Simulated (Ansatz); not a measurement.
## What a trial cell of LiCl relaxes into

Level of theory: DFT PBE, scalar-relativistic, plane waves, PAW (Ansatz). Cutoff 420 eV, Gaussian smearing, Γ-centred meshes. Cell and atoms relax first on a coarse mesh and then on a converged one. In between, the cell is made exact in the group found at 0.06 Å. The steps can't lower the symmetry of their start. No spin polarisation.

The guess for LiCl is a distorted database cell: LiCl type (Fm-3m) distorted into a subgroup (Aem2, No. 39) (largest shift (Å) 0.37).

```
CELL_PARAMETERS angstrom
5.15314 0.00000 0.00000
0.00000 2.51347 2.53633
0.00000 -2.51347 2.53633
ATOMIC_POSITIONS crystal
Li 0.67989 0.48048 0.98048
Li 0.32011 0.98048 0.48048
Cl 0.26940 0.51952 0.01952
Cl 0.73060 0.01952 0.51952
```

Energies over the elements count from the elements' standard structures at the same level (Cl₂ as a molecule), with no fitted energy shifts.

Q: What does it relax into?

A: The symmetry goes from Aem2 (No. 39) to Fm-3m (No. 225), and the primitive cell from 4 to 2 atoms. The end has the rock salt type. The volume per atom grows by 4.0 %, from 16.4 to 17.1 Å³. The shortest distance goes from 2.12 Å (Li–Cl) to 2.58 Å (Li–Cl). The energy falls by about 0.09 eV/atom (the start's value is from the coarse mesh). The end is written in a standard setting, so origin, axes and order of atoms can differ from the start's. Conventional cell: a = 5.151 Å. Around Li lie 6 Cl at 2.58 Å; Cl has 6 Li at 2.58 Å.

```
Li Cl
1.0
     0.00000    2.57570    2.57570
     2.57570    0.00000    2.57570
     2.57570    2.57570    0.00000
Li Cl
1 1
Direct
  0.00000 0.00000 0.00000
  0.50000 0.50000 0.50000
```

Q: Give its energy and gap.

A:

| Item | Value |
| --- | --- |
| Energy over the elements | −1.852 eV/atom |
| Gap on the 8×8×8 mesh of the 2-atom cell | 6.26 eV |

It lies below the elements, which doesn't yet make it stable against other compounds or structures.

The last run used Gaussian smearing of 0.02 eV. Kohn–Sham gaps at this level usually fall short of measured ones. A later test with randomly moved atoms came back to the same energy, though modes that don't fit the test's cell weren't probed.
